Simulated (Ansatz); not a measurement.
# Ti: the cost of one run

Program: Ansatz 0.2.0. Level of theory: DFT PBEsol, scalar-relativistic, plane waves, PAW. These are calculated values, not measurements.

1 further run of the same task is left out (set aside as unsound or not needed).

## Step 1: The structure to begin with

Symmetry: P6/mmm, No. 191, hexagonal system. The conventional cell has a = 4.515 Å, b = 4.515 Å, c = 2.799 Å, α = 90.00°, β = 90.00°, γ = 120.00°. Around Ti (site symmetry 6/mmm) lie 14 Ti at 2.80 to 2.96 Å. Ti (site symmetry -6m2) has 11 Ti at 2.61 to 2.96 Å as nearest neighbours.

As a file:

```
Ti
1.0
     4.51529    0.00000    0.00000
    -2.25765    3.91036    0.00000
     0.00000    0.00000    2.79879
Ti
3
Direct
  0.00000 0.00000 0.00000
  0.33333 0.66667 0.50000
  0.66667 0.33333 0.50000
```

It goes back to an entry of the Materials Project, which need not be the stable form.

This cell was relaxed beforehand with the same method: volume 16.47 Å³/atom, gap on the mesh none (metal).

## Step 2: The reference: the undisturbed cell on the scan's mesh

File input.yaml:

```yaml
crystal:
  lattice:
    - [4.5152900626, 0.0, 0.0]
    - [-2.2576450313, 3.9103558997, 0.0]
    - [0.0, 0.0, 2.7987936497]
  atoms:
    - { symbol: Ti, position: [0.0, 0.0, 0.0] }
    - { symbol: Ti, position: [0.3333333333, 0.6666666667, 0.5] }
    - { symbol: Ti, position: [0.6666666667, 0.3333333333, 0.5] }
basis:
  ecutwfc: 420
kpoints:
  mp_grid: { grid: [12, 12, 12] }
hamiltonian:
  xc: pbesol
scf:
  occupations: { method: gaussian, width: 0.15 }
output:
  forces: true
  stress: true
  eigenvalues: true
  write_density: true
  write_potential: true
  elf: true
  volumetric_format: npy
```

Command:

```sh
$ ansatz run input.yaml --threads 1 --pin off --max-ram 2560MiB --backend cpu --events-out ev --progress --plain --runs-dir out
```

**Question.** How long does this run take on 1 thread of Arm Neoverse V2, shared host, and how much memory does it need?

About 8.6 s, with a peak of 0.39 GiB.
